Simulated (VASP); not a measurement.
Output of a VASP run:

OSZICAR:
```
       N       E                     dE             d eps       ncg     rms          rms(c)
DAV:   1     0.655028987163E+02    0.65503E+02   -0.88744E+03   720   0.128E+03
DAV:   2    -0.271473366837E+02   -0.92650E+02   -0.87216E+02   976   0.285E+02
DAV:   3    -0.306054147451E+02   -0.34581E+01   -0.34426E+01   944   0.593E+01
DAV:   4    -0.306321533219E+02   -0.26739E-01   -0.26727E-01   876   0.582E+00
DAV:   5    -0.306324920665E+02   -0.33874E-03   -0.33870E-03   912   0.581E-01    0.905E+00
DAV:   6    -0.284654196549E+02    0.21671E+01   -0.75243E+00   832   0.248E+01    0.289E+00
DAV:   7    -0.284534272737E+02    0.11992E-01   -0.14252E-01   844   0.384E+00    0.185E+00
DAV:   8    -0.284619180047E+02   -0.84907E-02   -0.40674E-02   784   0.289E+00    0.268E-01
DAV:   9    -0.284608448890E+02    0.10731E-02   -0.29965E-03   940   0.551E-01    0.701E-02
DAV:  10    -0.284611649082E+02   -0.32002E-03   -0.78957E-04   832   0.240E-01    0.493E-02
DAV:  11    -0.284611310800E+02    0.33828E-04   -0.15648E-04   896   0.118E-01    0.406E-03
DAV:  12    -0.284611309832E+02    0.96716E-07   -0.39582E-06   852   0.215E-02
   1 F= -.28461131E+02 E0= -.28461131E+02  d E =-.284611E+02
       N       E                     dE             d eps       ncg     rms          rms(c)
DAV:   1    -0.284617029243E+02   -0.57184E-03   -0.48355E-02   736   0.225E+00    0.995E-02
DAV:   2    -0.284615921202E+02    0.11080E-03   -0.47304E-04   944   0.234E-01    0.563E-02
DAV:   3    -0.284615202322E+02    0.71888E-04   -0.65125E-05   904   0.867E-02    0.811E-03
DAV:   4    -0.284615189170E+02    0.13152E-05   -0.58497E-06   916   0.254E-02    0.264E-03
DAV:   5    -0.284615189410E+02   -0.23987E-07   -0.18486E-07   492   0.540E-03
   2 F= -.28461519E+02 E0= -.28461519E+02  d E =-.387958E-03
```

### OUTCAR
```
------------------------ aborting loop because EDIFF is reached ----------------------------------------
  FORCE on cell =-STRESS in cart. coord.  units (eV):
  Direction    XX          YY          ZZ          XY          YZ          ZX
  --------------------------------------------------------------------------------------
  Total        0.0274085      0.0274085     -0.0397287     -0.0000000      0.0000000      0.0000000
  in kB        1.5628814      1.5628820     -2.2654079     -0.0000000      0.0000000      0.0000000
  external PRESSURE =       0.2867851 kB  Pullay stress =       0.0000000 kB
  volume of cell :       28.10
      direct lattice vectors                 reciprocal lattice vectors
     2.712204392 -0.000000000  0.000000000     0.368703776  0.212871182  0.000000000
    -1.356102196  2.348838372 -0.000000000     0.000000000  0.425742364  0.000000000
     0.000000000  0.000000000  4.410557652    -0.000000000 -0.000000000  0.226728699
 POSITION                                       TOTAL-FORCE (eV/Angst)
 -----------------------------------------------------------------------------------
     -0.00000      1.56589      4.40529         0.000000     -0.000000     -0.012273
      1.35610      0.78295      2.20001        -0.000000     -0.000000     -0.012273
     -0.00000      1.56589      1.65922        -0.000000     -0.000000      0.012273
      1.35610      0.78295      3.86450         0.000000      0.000000      0.012273
 -----------------------------------------------------------------------------------
    total drift:                               -0.001378      0.000796     -0.000029
  FREE ENERGIE OF THE ION-ELECTRON SYSTEM (eV)
  ---------------------------------------------------
  free  energy   TOTEN  =       -28.4615189410 eV

  energy  without entropy=      -28.4615189410  energy(sigma->0) =      -28.46151894

 reached required accuracy - stopping structural energy minimisation
```
(Selected blocks of OUTCAR.)

File POSCAR:
```
BeO
1
    2.7098199195     0.0000000000     0.0000000000
   -1.3549099598     2.3467733571    -0.0000000000
   -0.0000000000     0.0000000000     4.4173047294
Be O
2 2
Direct
  0.3333330000   0.6666670000   0.9992063386
  0.6666670000   0.3333330000   0.4992063386
  0.3333330000   0.6666670000   0.3757936614
  0.6666670000   0.3333330000   0.8757936614
```

**Question.** Write an INCAR and KPOINTS that could have produced this output.

**Answer.** Several could match; the one computed here: the input of the run itself, PBE GGA, plane waves, VASP's PBE PAW potentials (set 64).

**INCAR**
```
# general
SYSTEM = BeO
PREC   = Accurate
ENCUT  = 520   # plane-wave cut-off (eV)
LREAL  = .FALSE.
LASPH  = .TRUE.   # aspherical one-centre terms

# electronic loop
EDIFF  = 1E-6   # SCF stop (eV)
NELM   = 100   # most electronic steps
ALGO   = Normal   # blocked Davidson

# smearing
ISMEAR = 0
SIGMA  = 0.05   # width (eV)

# functional
GGA    = PE

# ions
IBRION = 2
NSW    = 60   # most ionic steps
ISIF   = 3
EDIFFG = -0.02   # ionic stop

# output
LWAVE  = .FALSE.
LCHARG = .FALSE.
```

KPOINTS:
```
Automatic mesh
0
Gamma
8 8 5
0 0 0
```

POTCAR, in this order: Be O (PBE.64 set). Program: vasp_std.

The structure was generated: BeO was put into the wurtzite type (P6_3mc), which need not be its known phase. This run relaxes it. Symmetry was kept, so distortions that lower it aren't found. The start is the result of an earlier pass.
